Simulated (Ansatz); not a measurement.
Sr: do energies and stresses tell the same story?

Theory: DFT PBE, scalar-relativistic, plane waves, PAW (Ansatz 0.2.0).

Cutoff 420 eV; k points 12×12×4 on the computed 4-atom cell (Γ-centred); Gaussian smearing, width 0.10 eV; no spin polarisation.

Relaxed cell: P6_3/mmc, a = 4.263 Å, b = 4.263 Å, c = 13.977 Å, α = 90.00°, β = 90.00°, γ = 120.00°, 4 atoms in the primitive cell. This form isn't the element's structure at ambient conditions.

Energies at zero smearing and pressures from the stress tensor, at volumes with shape and atoms relaxed:
```csv
V (Å³/atom),E − E(first) (meV/atom),P (GPa)
48.387,0.00,1.836
50.037,-15.91,1.286
51.686,-26.51,0.804
53.336,-32.48,0.381
54.985,-34.40,0.009
56.635,-32.74,-0.320
58.285,-27.89,-0.612
60.484,-17.11,-0.948
```

Task: Check P = −dE/dV between neighbouring volumes, and get the bulk modulus from the pressures alone.

Result: With 1 eV/Å³ = 160.2 GPa:
| middle V (Å³/atom) | −ΔE/ΔV (GPa) | mean P (GPa) |
| --- | --- | --- |
| 49.212 | 1.545 | 1.561 |
| 50.862 | 1.030 | 1.045 |
| 52.511 | 0.580 | 0.593 |
| 54.161 | 0.186 | 0.195 |
| 55.810 | -0.162 | -0.156 |
| 57.460 | -0.470 | -0.466 |
| 59.384 | -0.786 | -0.780 |

The two differ by 0.016 GPa at most. The mean of two end pressures misses the average over a step by about ΔV² P″/12, up to 0.006 GPa here; with that taken off 0.010 GPa remains. Around V = 54.985 Å³/atom, the two neighbours give B = −V ΔP/ΔV = 54.985 × 0.702 / 3.299 = 11.7 GPa, against B0 = 11.6 GPa from the Birch–Murnaghan fit of the energies.